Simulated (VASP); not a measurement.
# Be (Im-3m) in VASP: further runs

Aim: see how the results for Be move with the level of theory and the settings. Levels: SCAN+D3, PBE0+D3(BJ). Tasks: density of states, band structure.

Program: VASP 6.6.1. These are calculated values, not measurements. Logs are shortened: lines on timing, memory, paths and dates and some standing lists are left out, and cuts for length are marked.

## (1) Starting point

It takes space group Im-3m (No. 229, cubic). Conventional cell: a = 2.506 Å, b = 2.506 Å, c = 2.506 Å, α = 90.00°, β = 90.00°, γ = 90.00°. Around Be (site symmetry m-3m) lie 8 Be at 2.17 Å.

This isn't the form of Be at room conditions, which is hcp.

## (2) Density of states, SCAN+D3 (volume scaled by 1.08)

Input file INCAR:

```
SYSTEM = Be
ALGO = Fast ; EDIFF = 1E-6
ENCUT = 500 ; ISIF = 2
ISMEAR = -5 ; IVDW = 11
LASPH = .True. ; LCHARG = .False.
LMIXTAU = .True. ; LORBIT = 11
LREAL = .False. ; LWAVE = .False.
METAGGA = SCAN ; NBANDS = 7
NEDOS = 2001 ; NELM = 80
PREC = Accurate ; SIGMA = 0.01
```

Input file KPOINTS:

```
k-points
0
Gamma
  19 19 19
  0 0 0
```

Input file POSCAR:

```
Be
1.0
   -1.2856840110      1.2856840110      1.2856840110
    1.2856840110     -1.2856840110      1.2856840110
    1.2856840110      1.2856840110     -1.2856840110
Be
1
Direct
    0.0000000000      0.0000000000      0.0000000000
```

Potentials or basis: VASP PAW PBE potentials, release 64 (Be).

Run with:

```
> cat potpaw_PBE.64/Be/POTCAR > POTCAR
> mpirun -np 1 vasp_std > vasp.out
```

OUTCAR:

```text
SYSTEM = Be
   EDIFF = 1E-6
   ENCUT = 500
   ISIF = 2
   ISMEAR = -5
   IVDW = 11
   LASPH = .True.
   LORBIT = 11
   LREAL = .False.
   METAGGA = SCAN
   NELM = 80
   PREC = Accurate
 IVDW          = 11

 ion  position               nearest neighbor table
   1  0.000  0.000  0.000-

  LATTYP: Found a body centered cubic cell.
 ALAT       =     2.5713680220

  Lattice vectors:

 A1 = (  -1.2856840110,   1.2856840110,   1.2856840110)
 A2 = (   1.2856840110,  -1.2856840110,   1.2856840110)
 A3 = (   1.2856840110,   1.2856840110,  -1.2856840110)

Analysis of symmetry for initial positions (statically):
=====================================================================
 Subroutine PRICEL returns:
 Original cell was already a primitive cell.

 Routine SETGRP: Setting up the symmetry group for a
 body centered cubic supercell.

 Subroutine GETGRP returns: Found 48 space group operations
 (whereof 48 operations were pure point group operations)
 out of a pool of 48 trial point group operations.

The static configuration has the point symmetry O_h .

Analysis of symmetry for dynamics (positions and initial velocities):
=====================================================================
 Subroutine PRICEL returns:
 Original cell was already a primitive cell.

 Routine SETGRP: Setting up the symmetry group for a
 body centered cubic supercell.

 Subroutine GETGRP returns: Found 48 space group operations
 (whereof 48 operations were pure point group operations)
 out of a pool of 48 trial point group operations.

The dynamic configuration has the point symmetry O_h .

 Subroutine INISYM returns: Found 48 space group operations
 (whereof 48 operations are pure point group operations),
 and found     1 'primitive' translations

----------------------------------------------------------------------------------------

                                     Primitive cell

  volume of cell :       8.5009

  direct lattice vectors                    reciprocal lattice vectors
    -1.285684011  1.285684011  1.285684011     0.000000000  0.388898046  0.388898046
     1.285684011 -1.285684011  1.285684011     0.388898046  0.000000000  0.388898046
     1.285684011  1.285684011 -1.285684011     0.388898046  0.388898046  0.000000000

  length of vectors
     2.226870030  2.226870030  2.226870030     0.549984891  0.549984891  0.549984891

  position of ions in fractional coordinates (direct lattice)
     0.000000000  0.000000000  0.000000000

  ion indices of the primitive-cell ions
   primitive index   ion index
                 1           1

----------------------------------------------------------------------------------------

 KPOINTS: k-points

Automatic generation of k-mesh.
 Grid dimensions read from file:
 generate k-points for:   19   19   19

 Generating k-lattice:

  Cartesian coordinates                     Fractional coordinates (reciprocal lattice)
     0.000000000  0.020468318  0.020468318     0.052631579  0.000000000  0.000000000
     0.020468318  0.000000000  0.020468318     0.000000000  0.052631579  0.000000000
     0.020468318  0.020468318  0.000000000     0.000000000  0.000000000  0.052631579

  Length of vectors
     0.028946573  0.028946573  0.028946573

  Shift w.r.t. Gamma in fractional coordinates (k-lattice)
     0.000000000  0.000000000  0.000000000

 TETIRR: Found   8079 inequivalent tetrahedra from    41154

 Subroutine IBZKPT returns following result:
 ===========================================

 Found    220 irreducible k-points:

 Following reciprocal coordinates:
            Coordinates               Weight
  0.000000  0.000000  0.000000      1.000000
  0.052632  0.000000  0.000000     12.000000
  0.105263  0.000000  0.000000     12.000000
  0.157895  0.000000  0.000000     12.000000
  0.210526  0.000000  0.000000     12.000000
  0.263158  0.000000  0.000000     12.000000
[... 16 lines left out ...]
  0.263158  0.105263  0.000000     48.000000
  0.315789  0.105263 -0.000000     48.000000
 [... further k-points ...]
   k-points           NKPTS =    220   k-points in BZ     NKDIM =    220   number of bands    NBANDS=      7
   number of dos      NEDOS =   2001   number of ions     NIONS =      1
   total plane-waves  NPLWV =   4096
   dimension x,y,z NGX =    16 NGY =   16 NGZ =   16
   dimension x,y,z NGXF=    32 NGYF=   32 NGZF=   32
   ions per type =               1
   NGX,Y,Z   is equivalent  to a cutoff of  11.94, 11.94, 11.94 a.u.
   NGXF,Y,Z  is equivalent  to a cutoff of  23.89, 23.89, 23.89 a.u.
 SYSTEM =  Be
   PREC   = accura    normal or accurate (medium, high low for compatibility)
   ISTART =      0    job   : 0-new  1-cont  2-samecut
   ICHARG =      2    charge: 1-file 2-atom 10-const
   ISPIN  =      1    spin polarized calculation?
   LNONCOLLINEAR =      F non collinear calculations
   LSORBIT =      F    spin-orbit coupling
   LASPH  =      T    aspherical Exc in radial PAW
   ENCUT  =  500.0 eV  36.75 Ry    6.06 a.u.   4.06  4.06  4.06*2*pi/ulx,y,z
   NELM   =     80;   NELMIN=  2; NELMDL= -5     # of ELM steps
   EDIFF  = 0.1E-05   stopping-criterion for ELM
   LREAL  =      F    real-space projection
   EDIFFG = 0.1E-04   stopping-criterion for IOM
   NSW    =      0    number of steps for IOM
   IBRION =     -1    ionic relax: 0-MD 1-quasi-New 2-CG
   NFREE  =      0    steps in history (QN), initial steepest desc. (CG)
   ISIF   =      2    stress and relaxation
   ISYM   =      2    0-nonsym 1-usesym 2-fastsym
   POTIM  = 0.5000    time-step for ionic-motion
   TEBEG  =    0.0;   TEEND  =   0.0 temperature during run
   PSTRESS=    0.0 pullay stress
   NELECT =       2.0000    total number of electrons
   NUPDOWN=      -1.0000    fix difference up-down
   EMIN   =  10.00;   EMAX   =-10.00  energy-range for DOS
   EFERMI =   0.00;   METHOD = LEGACY
   ISMEAR =    -5;   SIGMA  =   0.01  broadening in eV -4-tet -1-fermi 0-gaus
   EFERMI_NEDOS =   21; number of points for ismear=-14 and -15
   IALGO  =     68    algorithm
   IMIX   =      4    mixing-type and parameters
     AMIX     =   0.40;   BMIX     =  1.00
     AMIX_MAG =   1.60;   BMIX_MAG =  1.00
  volume/ion in A,a.u.               =       8.50        57.37
  Fermi-wavevector in a.u.,A,eV,Ry     =   1.010642  1.909836 13.896948  1.021397
  Thomas-Fermi vector in A             =   2.143643
   LORBIT       =     11    0 simple, 1 ext, 2 COOP (PROOUT), +10 PAW based schemes
   METAGGA = SCAN    functional components
   LHFCALC =     F    Hartree Fock is set to
   AEXX    =    0.0000 exact exchange contribution
   IVDW    =    11    specifies the selected vdW correction
   LEPSILON=     F    determine dielectric tensor
   LRPA    =     F    only Hartree local field effects (RPA)
 non-spin polarized calculation
 RMM-DIIS sequential band-by-band and
 Fermi weights with tetrahedron method with Bloechl corrections
  energy-cutoff  :      500.00
  volume of cell :        8.50
 maximum number of plane-waves:       236
   NGX =  7   NGY =  7   NGZ =  7

 number of electron       2.0000000 magnetization

 Free energy of the ion-electron system (eV)
  ---------------------------------------------------
  ext. energy  EPLUGINS =         0.00000000
  ---------------------------------------------------
  free energy    TOTEN  =        -4.19914799 eV

  energy without entropy =       -4.19914799  energy(sigma->0) =       -4.19914799

 E-fermi :   7.5256     XC(G=0): -10.7173

 val. band max:        7.5481643481   @ k =  -0.4737  -0.4737   0.3158
 cond. band min:       7.4669442527   @ k =   0.2632   0.2632   0.2105
 fundamental gap:     -0.0812200954
 Fermi energy:         7.5255783308

 k-point     1 :       0.0000    0.0000    0.0000
  band No.  band energies     occupation
      1      -4.9680      2.00000
      2      26.5526      0.00000
      3      26.5526      0.00000
      4      26.5526      0.00000
      5      37.7604      0.00000
      6      37.7604      0.00000
      7      37.7604      0.00000

 k-point     2 :       0.0526    0.0000    0.0000
  band No.  band energies     occupation
      1      -4.8685      2.00000
      2      26.0771      0.00000
      3      26.1709      0.00000
      4      26.4408      0.00000
      5      36.4035      0.00000
      6      36.5597      0.00000
      7      38.3914      0.00000

 k-point     3 :       0.1053    0.0000    0.0000
  band No.  band energies     occupation
      1      -4.5700      2.00000
      2      24.6136      0.00000
      3      25.2308      0.00000
      4      26.1137      0.00000
      5      34.2798      0.00000
      6      34.6971      0.00000
      7      38.2403      0.00000
[... 191 lines left out ...]
 k-point    23 :       0.2632    0.1053    0.0000
  band No.  band energies     occupation
      1      -1.1101      2.00000
      2      14.0451      0.00000
      3      19.3654      0.00000
      4      22.2769      0.00000
      5      31.6417      0.00000
      6      32.6891      0.00000
      7      39.6221      0.00000

 k-point    24 :       0.3158    0.1053   -0.0000
  band No.  band energies     occupation
      1       0.1234      2.00000
      2      11.5145      0.00000
      3      18.7311      0.00000
      4      21.7016      0.00000
      5      31.1574      0.00000
      6      33.0529      0.00000
      7      40.6553      0.00000

 [... further k-points ...]

------------------------ aborting loop because EDIFF is reached ----------------------------------------

 total charge

# of ion       s       p       d       tot
------------------------------------------
    1        0.374   0.716   0.000   1.090

 ---------------------------------------------------------------------------------------------

         DFTD3 V3.0 Rev 1
 DF scan
 parameters
 rs18     =    1.0000
 alpha6   =   14.0000
 alpha8   =   16.0000
 k1-k3    =   16.0000    1.3333   -4.0000
 Edisp (eV)   -0.08496

 E6    (eV) :    -0.0850
 E8    (eV) :     0.0000
 % E8        :  0.00

  FORCE on cell =-STRESS in cart. coord.  units (eV):
  Direction    XX          YY          ZZ          XY          YZ          ZX
  --------------------------------------------------------------------------------------
  -------------------------------------------------------------------------------------
  Total      -0.56510    -0.56510    -0.56510     0.00000     0.00000    -0.00000
  in kB    -106.50528  -106.50528  -106.50528     0.00000     0.00000    -0.00000
  external pressure =     -106.51 kB  Pullay stress =        0.00 kB

 VOLUME and BASIS-vectors are now :
 -----------------------------------------------------------------------------
  energy-cutoff  :      500.00
  volume of cell :        8.50
      direct lattice vectors                 reciprocal lattice vectors
    -1.285684011  1.285684011  1.285684011     0.000000000  0.388898046  0.388898046
     1.285684011 -1.285684011  1.285684011     0.388898046  0.000000000  0.388898046
     1.285684011  1.285684011 -1.285684011     0.388898046  0.388898046  0.000000000

  length of vectors
     2.226870030  2.226870030  2.226870030     0.549984891  0.549984891  0.549984891

 FORCES acting on ions
    electron-ion (+dipol)            ewald-force                    non-local-force                 convergence-correction
 -----------------------------------------------------------------------------------------------
   -.200E-16 -.676E-16 -.578E-16   -.114E-16 -.493E-16 -.286E-15   0.000E+00 0.000E+00 0.103E-24   -.104E-17 0.138E-16 0.113E-16
 -----------------------------------------------------------------------------------------------
   0.785E-17 -.151E-16 0.281E-17   -.114E-16 -.493E-16 -.286E-15   0.000E+00 0.000E+00 0.103E-24   -.104E-17 0.138E-16 0.113E-16

 POSITION                                       TOTAL-FORCE (eV/Angst)
 -----------------------------------------------------------------------------------
      0.00000      0.00000      0.00000        -0.000000      0.000000     -0.000000
 -----------------------------------------------------------------------------------
    total drift:                               -0.000000     -0.000000     -0.000000

--------------------------------------------------------------------------------------------------------

  FREE ENERGIE OF THE ION-ELECTRON SYSTEM (eV)
  ---------------------------------------------------
  free  energy   TOTEN  =        -4.2841083737 eV

  energy  without entropy=       -4.2841083737  energy(sigma->0) =       -4.28410837

--------------------------------------------------------------------------------------------------------

--------------------------------------------------------------------------------------------------------

 -----------------------------------------------------------------------------
|                                                                             |
|           W    W    AA    RRRRR   N    N  II  N    N   GGGG   !!!           |
|           W    W   A  A   R    R  NN   N  II  NN   N  G    G  !!!           |
|           W    W  A    A  R    R  N N  N  II  N N  N  G       !!!           |
|           W WW W  AAAAAA  RRRRR   N  N N  II  N  N N  G  GGG   !            |
|           WW  WW  A    A  R   R   N   NN  II  N   NN  G    G                |
|           W    W  A    A  R    R  N    N  II  N    N   GGGG   !!!           |
|                                                                             |
|     Tetrahedron method does not include variations of the Fermi             |
|     occupations, so forces and stress will be inaccurate. We suggest        |
|     using a different smearing scheme ISMEAR = 1 or 2 for metals in         |
|     relaxations.                                                            |
|                                                                             |
 -----------------------------------------------------------------------------

 total charge

# of ion       s       p       d       tot
------------------------------------------
    1        0.374   0.716   0.000   1.090

 BZINTS: Fermi energy:    7.525578;    2.000000 electrons
         Band energy: 0.302099E+01;  BLOECHL correction:   -0.014865

=======================================================================
```

Wall time 64 s (1 thread of AMD EPYC 7R13 (Zen 3), shared host); peak memory 0.11 GiB.

Results:

```
Free energy                                           : -4.2841 eV
Pressure                                              : -10.7 GPa
Band gap on the k mesh                                : none (metal or under the smearing width)
Valence electrons inside the program's atomic spheres : Be 1.09
Dispersion energy per atom                            : -0.085 eV
```

Levels at points of the mesh, in eV from the Fermi level:
| k point | band 1 | band 2 | band 3 | band 4 |
| --- | --- | --- | --- | --- |
| (0.00, 0.00, 0.00) | -12.49 | 19.03 | 19.03 | 19.03 |

States per cell in windows of 1 eV (zero at the Fermi level; states under -8 eV left out):
| from (eV) | total | Be1_p | Be1_s | Be1_d |
| --- | --- | --- | --- | --- |
| -8.0 | 0.19 | 0.06 | 0.05 | 0.00 |
| -7.0 | 0.22 | 0.08 | 0.04 | 0.00 |
| -6.0 | 0.28 | 0.12 | 0.04 | 0.00 |
| -5.0 | 0.28 | 0.13 | 0.02 | 0.00 |
| -4.0 | 0.21 | 0.10 | 0.01 | 0.00 |
| -3.0 | 0.15 | 0.07 | 0.01 | 0.00 |
| -2.0 | 0.08 | 0.04 | 0.00 | 0.00 |
| -1.0 | 0.07 | 0.04 | 0.00 | 0.00 |
| 0.0 | 0.37 | 0.12 | 0.08 | 0.00 |
| 1.0 | 0.31 | 0.11 | 0.05 | 0.00 |
| 2.0 | 0.25 | 0.11 | 0.03 | 0.00 |
| 3.0 | 0.23 | 0.10 | 0.02 | 0.00 |
| 4.0 | 0.27 | 0.13 | 0.03 | 0.00 |
| 5.0 | 0.37 | 0.15 | 0.07 | 0.00 |
| 6.0 | 0.35 | 0.16 | 0.06 | 0.00 |
| 7.0 | 0.31 | 0.15 | 0.05 | 0.00 |

Caveat: the PAW data sets were made with another functional, which shifts forces and pressure a little; pairwise dispersion overbinds metals, which lowers pressure and volume; tetrahedron occupations give inexact forces and stress in metals.

## (3) Band structure, PBE0+D3(BJ)

Input file POSCAR:

```
Be
1.0
   -1.2531209513      1.2531209513      1.2531209513
    1.2531209513     -1.2531209513      1.2531209513
    1.2531209513      1.2531209513     -1.2531209513
Be
1
Cartesian
    0.0000000000      0.0000000000      0.0000000000
```

Input file INCAR.step1:

```
SYSTEM = Be
PREC = Accurate
ENCUT = 500
EDIFF = 1E-5
ISMEAR = -1
SIGMA = 0.05
LREAL = .FALSE.
LASPH = .TRUE.
NELM = 60
ALGO = Normal
ISIF = 2
LWAVE = .TRUE.
LCHARG = .FALSE.
NBANDS = 7
GGA = PE
```

Input file INCAR.step2:

```
SYSTEM = Be
PREC = Accurate
ENCUT = 500
EDIFF = 1E-7
ISMEAR = -1
SIGMA = 0.05
LREAL = .FALSE.
LASPH = .TRUE.
NELM = 60
ALGO = Normal
ISIF = 2
LWAVE = .FALSE.
LCHARG = .FALSE.
GGA = PE
LHFCALC = .TRUE.
AEXX = 0.25
PRECFOCK = Normal
IVDW = 12
NBANDS = 7
ISTART = 1
```

Input file KPOINTS:

```
Automatic mesh
0
G
  8 8 8
  0 0 0
```

Input file KPOINTS_OPT:

```
path GHNGPH,PN
12
line-mode
reciprocal
 0.0000000000  0.0000000000  0.0000000000  G
 0.5000000000 -0.5000000000  0.5000000000  H

 0.5000000000 -0.5000000000  0.5000000000  H
 0.0000000000  0.0000000000  0.5000000000  N

 0.0000000000  0.0000000000  0.5000000000  N
 0.0000000000  0.0000000000  0.0000000000  G

 0.0000000000  0.0000000000  0.0000000000  G
 0.2500000000  0.2500000000  0.2500000000  P

 0.2500000000  0.2500000000  0.2500000000  P
 0.5000000000 -0.5000000000  0.5000000000  H

 0.2500000000  0.2500000000  0.2500000000  P
 0.0000000000  0.0000000000  0.5000000000  N
```

Potentials or basis: VASP PAW PBE potentials, release 64 (Be).

Run with:

```
> cat potpaw_PBE.64/Be/POTCAR > POTCAR
> cp INCAR.step1 INCAR
> mpirun -np 1 vasp_std > vasp.out
> cp INCAR.step2 INCAR
> mpirun -np 1 vasp_std > vasp.out
```

It took 2.9 min on 1 thread of AMD EPYC 9R45 (Zen 5), shared host; peak memory 0.11 GiB.

The run converged. Its results:

```
Free energy                : -4.1486 eV
Pressure                   : -9.2 GPa
Dispersion energy per atom : -0.360 eV
```

Levels at the corners of the path, in eV from the Fermi level:
| point | band 1 | band 2 | band 3 | band 4 | band 5 |
| --- | --- | --- | --- | --- | --- |
| Γ | -14.65 | 20.92 | 20.92 | 20.92 | 32.16 |
| H | 4.78 | 4.78 | 4.78 | 10.54 | 10.54 |
| H | 4.78 | 4.78 | 4.78 | 10.54 | 10.54 |
| N | -6.59 | 0.70 | 13.57 | 16.81 | 21.63 |
| N | -6.59 | 0.70 | 13.57 | 16.81 | 21.63 |
| Γ | -14.65 | 20.92 | 20.92 | 20.92 | 32.16 |
| Γ | -14.65 | 20.92 | 20.92 | 20.92 | 32.16 |
| P | 0.84 | 0.84 | 0.84 | 10.17 | 38.39 |
| P | 0.84 | 0.84 | 0.84 | 10.17 | 38.39 |
| H | 4.78 | 4.78 | 4.78 | 10.54 | 10.54 |
| P | 0.84 | 0.84 | 0.84 | 10.17 | 38.39 |
| N | -6.59 | 0.70 | 13.57 | 16.81 | 21.63 |

Caveat: the k mesh is coarse (spacing up to 0.44 Å⁻¹), so the values aren't converged, least of all with exact exchange; an unscreened hybrid on a path of extra k points without a Coulomb cutoff has errors near the mesh points, so the bands along the path aren't reliable; the PAW data sets were made with another functional, which shifts forces and pressure a little; pairwise dispersion overbinds metals, which lowers pressure and volume.

## (4) The reference run

An earlier run on the cell as given: functional PBE; potentials or basis VASP PAW PBE potentials, release 64 (Be); cutoff 520 eV; k mesh 15 × 15 × 15; occupations fermi-dirac, width 0.05 eV; no spin polarisation.

* Pressure: -0.7 GPa
* Band gap on the k mesh: none (metal or under the smearing width)

## (5) Summary

| task | level | cell | k mesh | cutoff (eV) | smearing | grid for exact exchange (PRECFOCK) | exchange at q = 0 | other keys | mesh quality | gap on the mesh (eV) | pressure (GPa) |
| --- | --- | --- | --- | --- | --- | --- | --- | --- | --- | --- | --- |
| density of states | SCAN+D3 | volume scaled by 1.08 | 19 × 19 × 19 | 500 | tetrahedron | - | - | k = 19 × 19 × 19; ALGO = Fast | not flagged | none | -10.7 |
| band structure | PBE0+D3(BJ) | as given | 8 × 8 × 8 | 500 | fermi-dirac 0.05 eV | Normal | default | - | coarse | - | -9.2 |
| single point | PBE | as given | 15 × 15 × 15 | 520 | fermi-dirac 0.05 eV | - | - | - | not flagged | none | -0.7 |

Alike in all rows: potentials or basis VASP PAW PBE potentials, release 64 (Be); no spin polarisation.

Caveats: some runs use coarse meshes; the PAW data sets were made with another functional, which shifts forces and pressure a little (some runs); pairwise dispersion overbinds metals, which lowers pressure and volume (some runs); tetrahedron occupations give inexact forces and stress in metals (some runs); an unscreened hybrid on a path of extra k points without a Coulomb cutoff has errors near the mesh points, so the bands along the path aren't reliable (some runs).

Total energies depend on the potentials used, so only differences within one code and one set of settings carry meaning.
